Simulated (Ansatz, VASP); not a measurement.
## Two plane-wave programs on Ga4O

The input INCAR:

```
SYSTEM = Ga4O
  PREC = Accurate
  ENCUT = 600
  EDIFF = 1E-7
  ISMEAR = 0
  SIGMA = 0.1
  LREAL = .False.
  LASPH = .True.
  NELM = 100
  ALGO = Normal
  ISIF = 3
  LWAVE = .False.
  LCHARG = .False.
  GGA = PE
  IBRION = 2
  NSW = 100
  EDIFFG = -0.01
```

KPOINTS

```
regular mesh
0
Gamma
  8 8 8
  0 0 0
```

POSCAR

```
Ga4O
1.0
    4.4720148659      0.0000000000      0.0000000000
    0.0000000000      4.4720148659      0.0000000000
    0.0000000000      0.0000000000      4.4720148659
Ga O
4 1
Direct
    0.0000000000      0.5000000000      0.5000000000
    0.5000000000      0.0000000000      0.5000000000
    0.5000000000      0.5000000000      0.0000000000
    0.0000000000      0.0000000000      0.0000000000
    0.5000000000      0.5000000000      0.5000000000
```

Input for Ansatz:

```yaml
crystal:
  lattice:
    - [4.4720148659, 0.0, 0.0]
    - [0.0, 4.4720148659, 0.0]
    - [0.0, 0.0, 4.4720148659]
  atoms:
    - { symbol: Ga, position: [0.0, 0.5, 0.5] }
    - { symbol: Ga, position: [0.5, 0.0, 0.5] }
    - { symbol: Ga, position: [0.5, 0.5, 0.0] }
    - { symbol: Ga, position: [0.0, 0.0, 0.0] }
    - { symbol: O, position: [0.5, 0.5, 0.5] }
basis:
  ecutwfc: 420
kpoints:
  mp_grid: { grid: [8, 8, 8] }
hamiltonian:
  xc: pbe
scf:
  occupations: { method: gaussian, width: 0.1 }
output:
  forces: true
  stress: true
  eigenvalues: true
relax:
  adjacent_minimum: "off"
  f_tol: 0.01
  max_steps: 80
  cell: { stress_tol: 0.05 }
```

Alike in both runs: task relaxation of cell and atoms; functional PBE; k mesh 8 × 8 × 8; occupations gaussian, width 0.1 eV; no spin polarisation.

|  | VASP | Ansatz |
| --- | --- | --- |
| version | VASP 6.6.1 | Ansatz 0.2.0 |
| potentials or method | VASP PAW PBE potentials, release 64 (Ga_d, O) | scalar-relativistic, plane waves, PAW |
| plane-wave cutoff (eV) | 600 | 420 |
| valence electrons in the cell | 58 | 58 |

```csv
,VASP,Ansatz,Ansatz less VASP
"gap on the k mesh at the Fermi level, each at its own relaxed structure (eV)",none,none,-
relaxed volume (Å³/atom),17.82,17.77,-0.051
relaxed cell length with the largest relative difference (Å),4.467,4.462,-0.0043
```

A gap of «none» marks a metal or a gap that the smearing closes.
